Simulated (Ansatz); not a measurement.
Here is an Ansatz 0.2.0 calculation.

input.yaml

```yaml
crystal:
  lattice:
    - [-2.9401404553, 2.9401404553, 1.5993019889]
    - [2.9401404553, -2.9401404553, 1.5993019889]
    - [2.9401404553, 2.9401404553, -1.5993019889]
  atoms:
    - { symbol: Sn, position: [0.0, 0.0, 0.0] }
    - { symbol: Sn, position: [0.75, 0.25, 0.5] }
hamiltonian:
  xc: pbe
  pseudopotentials: { kind: paw }
kpoints:
  mp_grid: { grid: [9, 9, 9] }
scf:
  occupations: { method: fermi_dirac, width: 0.05 }
output:
  forces: true
  stress: true
  eigenvalues: true
relax:
  f_tol: 0.01
  max_steps: 40
  cell: { stress_tol: 0.05, p_target: 10.0 }
```

Potentials or basis: Ansatz PAW.

Launch:

```console
$ ansatz run input.yaml --threads 2 --pin off --max-ram 5632MiB --backend cpu --events-out ev --progress --plain --runs-dir out
```

**Question.** Estimate the band gap on the k mesh.

**Answer.** None (metal or under the smearing width).

**Question.** Estimate the relaxed volume.

**Answer.** 24.50 Å³/atom.

**Question.** What does it give for the relaxed cell?

**Answer.** a = 4.290 Å, b = 4.290 Å, c = 4.290 Å, α = 97.24°, β = 97.24°, γ = 138.40°.

Final structure:
```xyz
2
Lattice="-2.8359 2.8359 1.5234 2.8359 -2.8359 1.5234 2.8359 2.8359 -1.5234" Properties=species:S:1:pos:R:3 pbc="T T T"
Sn    0.0000    0.0000    0.0000
Sn    0.0000    2.8359    0.7617
```
